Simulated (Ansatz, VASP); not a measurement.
# Ga2AsP: VASP beside Ansatz, part 2 of 2

Aim: how closely do two programs agree when they are given the same cell, functional and k mesh? The cell is generated by rule, not measured, and may not be a known phase. The cell is taken from a series of runs on this material, whose earlier steps may have relaxed, scaled, displaced or heated it; both programs get it as it stands.

VASP 6.6.1 and Ansatz 0.2.0.

So far. Step 2 (VASP: single point, HSE06): The k-mesh is coarse for exact exchange; levels may shift by about 0.1 eV on a finer one.

The structure was built from a prototype and need not be the compound's stable phase.

## (3) Ansatz: single point, HSE06

Level of this step: Ansatz beside VASP: Kohn-Sham DFT, plane waves, HSE06 (Ansatz).

Ansatz runs on its PAW soft_1 files.

The same cell, functional and mesh now go to Ansatz, which takes its cutoff from its data sets.

Input file input.yaml:

```yaml
crystal:
  lattice:
    - [3.9260928781, 0.0, 0.0]
    - [0.0, 3.9260928781, 0.0]
    - [0.0, 0.0, 5.5400331922]
  atoms:
    - { symbol: Ga, position: [0.0, 0.0, 0.1207339346] }
    - { symbol: As, position: [0.5, 0.0, 0.3795733141] }
    - { symbol: Ga, position: [0.5, 0.5, 0.6384126936] }
    - { symbol: P, position: [0.0, 0.5, 0.8795733141] }
kpoints:
  mp_grid: { grid: [4, 4, 4] }
  band_path:
    path:
      - [0.0, 0.0, 0.0]
      - [0.0, 0.5, 0.0]
      - [0.5, 0.5, 0.0]
      - [0.0, 0.0, 0.5]
      - [0.0, 0.5, 0.5]
      - [0.5, 0.5, 0.5]
    npoints: 1
hamiltonian:
  xc: hse06
  pseudopotentials: { kind: paw, azcp: { folder: soft_1 } }
scf:
  occupations: { method: fixed }
  n_extra_bands: 5
output:
  eigenvalues: true
```

Run with:

```bash
ansatz run input.yaml --threads 8 --pin off --max-ram 17510MiB --backend cpu --events-out ev --progress --plain --runs-dir out
```

Numbers of over 12 decimals in the logs are rounded to 6 here.

Log:

```text
scf.n_extra_bands = 5 over 23 filled bands (N_el = 46.0): the run solves 28 bands
Engine: ansatz 0.2.0, aarch64-unknown-linux-gnu
Pseudopotentials: kind: paw
Pseudopotential: Ga, paw, valence charge 13, recommended cutoff 420 eV (normal), soft_1/Ga.paw.azcp
Pseudopotential: As, paw, valence charge 15, recommended cutoff 420 eV (normal), soft_1/As.paw.azcp
Pseudopotential: P, paw, valence charge 5, recommended cutoff 420 eV (normal), soft_1/P.paw.azcp
Functional definition: HSE06
  parameter a = 0.25
  parameter omega = 0.11/bohr
  exchange = pbe_x - a*pbe_x_sr(omega) + a*exact_x_sr(omega)
  correlation = pbe_c
davidson cushion auto → on  (no smearing: the cushion is to keep the highest requested band from converging to the state above it; pin scf.eigensolver.cushion to override)
Crystal: 4 atoms, lattice volume = 85.395 Å³
Basis set: ecut = 420 eV, 1691 PW (Γ)
Bands: 28, of which v1, the nominal top of the filled ones, is band 23 counted from 1 (22 counted from 0)
Symmetry: 8 space group operations
Space group: P-4m2 (ITA 115), of the structure as read, at distance tolerance 4.4e-5 Å
k-points: 18 of 64 (time reversal used)
Non-local potential: Ga, projectors of the file, l = 0: 2, l = 1: 2, l = 2: 3, l = 3: 1
Non-local potential: As, projectors of the file, l = 0: 2, l = 1: 2, l = 2: 3, l = 3: 1
Non-local potential: P, projectors of the file, l = 0: 2, l = 1: 2, l = 2: 1
PAW form: soft (Blöchl's): semilocal exchange-correlation on the pseudo side does not see the compensation charge
PAW frozen core: Ga, regenerated for the run's functional, and the local potential with it (the file was generated under x = pbe(κ = 0.804, μ = 0.219515), c = pbe(β = 0.066725))
PAW frozen core: As, regenerated for the run's functional, and the local potential with it (the file was generated under x = pbe(κ = 0.804, μ = 0.219515), c = pbe(β = 0.066725))
PAW frozen core: P, regenerated for the run's functional, and the local potential with it (the file was generated under x = pbe(κ = 0.804, μ = 0.219515), c = pbe(β = 0.066725))
PAW one-centre angular grid: Ga, 590 points (default); XC on 64 Gauss nodes
PAW one-centre angular grid: As, 590 points (default); XC on 64 Gauss nodes
PAW one-centre angular grid: P, 110 points (default); XC on 64 Gauss nodes
Initial density: superposition of atomic densities (chi_scale 0.1, normalization cell, long waves kept (reshape's long-wave potential 0.02 eV rms))
Initial wavefunctions: pseudopotential atomic-orbital guess
Functional: x = pbe(κ = 0.804, μ = 0.219515), c = pbe(β = 0.066725), warm-up for x = pbe(κ = 0.804, μ = 0.219515) + 0.25 (exact − pbe) at short range (hse, ω = 0.207870 Å⁻¹), c = pbe(β = 0.066725); HSE06 as pw.x's `hse` composes it (authors' and Libxc's form: `xc: wpbeh`)
SCF iter   1: F=—  HF=-13179.405614 eV  |F-HF|=—  |Δ(HF+E_count)|=         —  Δρ=4.53e-2  dr2=1.24e0  ethr=1.00e-1  ⟨swp⟩=5.2  Hψ=1499  notcnv=0
preconditioner: auto → none  [insulator: Δε(μ)=1.086 eV  Ē_g=14.448 eV  n_scr=20 (ndim 8)  ℏωp=24.1 eV  f_vac=0.000]
SCF iter   2: F=—  HF=-13179.295278 eV  |F-HF|=—  |Δ(HF+E_count)|=   1.10e-1  Δρ=2.24e-2  dr2=2.87e-1  ethr=2.70e-3  ⟨swp⟩=5.0  Hψ=1408  notcnv=0  defer=4
SCF iter   3: F=—  HF=-13179.281816 eV  |F-HF|=—  |Δ(HF+E_count)|=   1.35e-2  Δρ=8.14e-3  dr2=9.88e-2  ethr=6.23e-4  ⟨swp⟩=4.3  Hψ=1314  notcnv=0  defer=5
iter 4 solved again at ethr=2.59e-6 eV; its pass at ethr=2.15e-4 eV (dr2=1.19e-3 eV) is discarded
SCF iter   4: F=—  HF=-13179.257473 eV  |F-HF|=—  |Δ(HF+E_count)|=   2.43e-2  Δρ=1.15e-3  dr2=1.34e-3  ethr=2.59e-6  ⟨swp⟩=4.2  Hψ=3144  notcnv=0
SCF iter   5: F=-13179.257241 eV  HF=-13179.257227 eV  |F-HF|=1.36e-5  |Δ(HF+E_count)|=   2.46e-4  Δρ=5.36e-4  dr2=9.75e-5  ethr=2.59e-6  ⟨swp⟩=3.2  Hψ=1390  notcnv=0
SCF 1 stopped early in 5 iterations: F = -13179.257241 eV  dr2 = 9.75e-5
  greatest PAW one-centre occupation: 0.999 electrons in one spin orbital (limit 2), on the As atom at site 1 (counted from 0), in its partial waves of l = 2
Initial density: handed on by an earlier stage of this run
Initial wavefunctions: those handed on with the density
Functional: x = pbe(κ = 0.804, μ = 0.219515) + 0.25 (exact − pbe) at short range (hse, ω = 0.207870 Å⁻¹), c = pbe(β = 0.066725); HSE06 as pw.x's `hse` composes it (authors' and Libxc's form: `xc: wpbeh`)
Exchange kernel: α = 0.2500, screened, ω = 0.2079 Å⁻¹, Wigner–Seitz truncation, v(0) = 1037.4483 eV·Å³, q-mesh 4×4×4, nearest image of the exchange supercell L = 15.70 Å, pair-density grid 27×27×40, without the augmentation charges, whose exchange is taken in its separable form by FFT convolution over the k-point mesh (the finest that the files' search goes to), smooth part of the exact exchange by density-matrix convolution
Frozen-core exchange: fock
SCF iter   1: F=—  HF=-13182.119268 eV  |F-HF|=—  |Δ(HF+E_count)|=         —  Δρ=1.44e-2  dr2=6.91e-2  ethr=2.12e-6  ⟨swp⟩=7.7  Hψ=2744  notcnv=0
preconditioner: auto → none  [insulator: Δε(μ)=1.870 eV  Ē_g=17.054 eV  n_scr=20 (ndim 8)  ℏωp=24.1 eV  f_vac=0.036]
SCF iter   2: F=—  HF=-13182.084083 eV  |F-HF|=—  |Δ(HF+E_count)|=   3.52e-2  Δρ=2.25e-3  dr2=5.50e-3  ethr=2.12e-6  ⟨swp⟩=5.0  Hψ=2184  notcnv=0
SCF iter   3: F=—  HF=-13182.100368 eV  |F-HF|=—  |Δ(HF+E_count)|=   1.63e-2  Δρ=2.77e-3  dr2=2.65e-3  ethr=2.12e-6  ⟨swp⟩=4.0  Hψ=1961  notcnv=0
SCF iter   4: F=—  HF=-13182.100008 eV  |F-HF|=—  |Δ(HF+E_count)|=   3.60e-4  Δρ=8.62e-4  dr2=4.23e-4  ethr=2.12e-6  ⟨swp⟩=3.0  Hψ=1296  notcnv=0
SCF iter   5: F=—  HF=-13182.100009 eV  |F-HF|=—  |Δ(HF+E_count)|=   8.69e-7  Δρ=7.54e-5  dr2=4.62e-5  ethr=6.29e-7  ⟨swp⟩=3.0  Hψ=1204  notcnv=0
SCF iter   6: F=—  HF=-13182.100465 eV  |F-HF|=—  |Δ(HF+E_count)|=   4.56e-4  Δρ=2.33e-4  dr2=2.29e-5  ethr=2.22e-8  ⟨swp⟩=4.9  Hψ=2146  notcnv=0
SCF iter   7: F=-13182.100450 eV  HF=-13182.100450 eV  |F-HF|=1.72e-9  |Δ(HF+E_count)|=   1.48e-5  Δρ=2.38e-5  dr2=7.17e-7  ethr=2.22e-8  ⟨swp⟩=4.0  Hψ=1706  notcnv=0
SCF 2 stopped early in 7 iterations: F = -13182.100450 eV  dr2 = 7.17e-7
hybrid outer 1: dexx = +1.970e-2 eV, tail = 9.98e-5 eV
Exchange kernel: α = 0.2500, screened, ω = 0.2079 Å⁻¹, Wigner–Seitz truncation, v(0) = 1037.4483 eV·Å³, q-mesh 4×4×4, nearest image of the exchange supercell L = 15.70 Å, pair-density grid 27×27×40, without the augmentation charges, whose exchange is taken in its separable form by FFT convolution over the k-point mesh (the finest that the files' search goes to), smooth part of the exact exchange by density-matrix convolution
Frozen-core exchange: fock
SCF iter   1: F=—  HF=-13182.100134 eV  |F-HF|=—  |Δ(HF+E_count)|=         —  Δρ=7.13e-5  dr2=5.43e-6  ethr=1.08e-6  ⟨swp⟩=3.2  Hψ=1228  notcnv=0
preconditioner: auto → none  [insulator: Δε(μ)=1.891 eV  Ē_g=16.865 eV  n_scr=20 (ndim 8)  ℏωp=24.1 eV  f_vac=0.038]
iter 2 solved again at ethr=6.21e-10 eV; its pass at ethr=8.86e-9 eV (dr2=2.85e-7 eV) is discarded
SCF iter   2: F=—  HF=-13182.100135 eV  |F-HF|=—  |Δ(HF+E_count)|=   6.80e-7  Δρ=2.63e-5  dr2=3.11e-6  ethr=6.21e-10  ⟨swp⟩=2.1  Hψ=3067  notcnv=0
SCF iter   3: F=—  HF=-13182.100152 eV  |F-HF|=—  |Δ(HF+E_count)|=   1.73e-5  Δρ=1.52e-5  dr2=3.77e-7  ethr=6.21e-10  ⟨swp⟩=4.9  Hψ=1971  notcnv=0
SCF iter   4: F=-13182.100152 eV  HF=-13182.100152 eV  |F-HF|=6.59e-8  |Δ(HF+E_count)|=   1.01e-7  Δρ=3.42e-6  dr2=8.98e-8  ethr=6.02e-10  ⟨swp⟩=3.0  Hψ=1315  notcnv=0
SCF 3 converged in 4 iterations: F = -13182.100152 eV  dr2 = 8.98e-8
hybrid outer 2: dexx = +2.769e-6 eV, tail = 4.02e-7 eV, Δε = 3.43e-3 eV (about 1.94e-4 eV left of the loop's levels)
the search or the solves at the SCF's close seem to have found levels that the self-consistency loop had missed (the run counts 3). By its estimate they hold under 1e-12 electrons; where the run keeps them, the occupations were computed again with them
NSCF: frozen V_eff on 6 k-points
hybrid SCF converged: 2 outer / 11 inner (+5 warm-up), last move |dexx| = 2.77e-6 eV, tail = 4.02e-7 eV
Stability not checked: this state was not tested for a lower state beside it, because the functional holds exact exchange (a hybrid, or Hartree-Fock), whose exchange loop this test does not read (fock_operator; see scf.lower_state_search)
Free energy (F): -13182.100137 eV
Frozen-core exchange: fock
Harris-Foulkes:  -13182.100137 eV  (|F-HF|=6.59e-8)
Internal energy: -13182.100137 eV  (E = F + TS)
E sigma→0 (E₀):  -13182.100137 eV
Fermi energy:    7.161837 eV
--- Per-component energies (eV) ---
  E_band       = -490.202528
  E_kinetic    = 388.370908
  E_local      = -5532.713534  (includes V_loc(G=0)·N_el)
  E_nonlocal   = -546.564967
  E_hartree    = 3256.360975
  E_xc         = -218.130239
  E_vxc        = -198.780297  (∫ρ·V_xc dr)
  E_exx        = -165.677103  (= α·E_x^exact, valence–valence)
  E_paw        = -6448.105095  (= ΣΔE_a)
  E_vpaw       = -781.874702  (= ΣTr[D̂ρ^β])
  E_aug_tail   = -0.000432  (compensation charges beyond the density's cutoff)
  E_ewald      = -3915.029262
  E_core_change = -0.611387  (= ΣΔE_core)
  E_smearing   = -0.000000  (= −TS)
  E_closure    = -0.000000  (closes the sum)
  Σ components = -13182.100137   (vs F -13182.100137, Δ=0.00e0)
--- Band table (eV; the first three rows and the last of 18) ---
  k-point 0: bands = [... 19 lower, 4.1565, 7.1551, 7.1618, 7.1618, 9.1543, 9.4162, 9.5372, 11.7900, ... 1 higher]
  k-point 1: bands = [... 19 lower, 4.4320, 5.4145, 6.4784, 6.4784, 9.3118, 10.1919, 10.7937, 11.2644, ... 1 higher]
  k-point 2: bands = [... 19 lower, 5.0002, 5.0002, 5.5913, 5.5913, 9.7395, 10.0791, 11.4755, 11.6022, ... 1 higher]
  k-point 17: bands = [... 19 lower, 3.2704, 3.2704, 3.4445, 3.5121, 12.6066, 12.6840, 12.9667, 12.9667, ... 1 higher]
```

In the SCF lines HF is the Harris–Foulkes energy and dr2 the Hartree energy of the density residual, in eV; the loop may stop once dr2 is under the threshold and the program's other checks hold. Hψ counts applications of the Hamiltonian.

## (4) Comparison

Known differences besides the potentials themselves: exact exchange at q = 0 is treated differently, which shows on coarse meshes; VASP keeps PBE cores, Ansatz makes them for the functional; fixed occupations in Ansatz, narrow Gaussian smearing in VASP; the data sets hold 46 valence electrons in Ansatz (on its PAW soft_1 files) and 36 in VASP; the cutoff is 420 eV in Ansatz and 400 eV in VASP; VASP takes a coarser grid for exact exchange (PRECFOCK = Fast). Total energies have different zeros and are not compared.

Both answers:

| quantity | Ansatz | VASP | difference |
| --- | --- | --- | --- |
| gap on the k mesh (eV) | 1.891 | 1.897 | -0.005 |

A gap on the mesh is an upper bound, since the band edges may lie between its points.

## (5) Outcome

| Item | Value |
| --- | --- |
| difference in gap on the k mesh (single point, HSE06) | -0.0052 eV |

**Reading.** The difference in gap on the k mesh is -0.0052 eV (single point, HSE06), within the 0.08 eV picked in this series as the mark of a large difference. The data sets hold unlike numbers of valence electrons (46 in Ansatz and 36 in VASP), so part of the differences comes from the potentials. How closely two codes agree says nothing of how well the functional describes the real material.

[Lines on the potential files, build, host, timing and source positions are cut from VASP's logs without a mark.]

[Logs are printed without paths, hosts, clocks, repeated set-up lines and the standing remarks that a program may print on its own settings, such as how far it seeks lower states.]

[Hosts, paths, dates, database ids (printed as entryN), source tags and the programs' standing remarks are cut or masked in the printed files.]
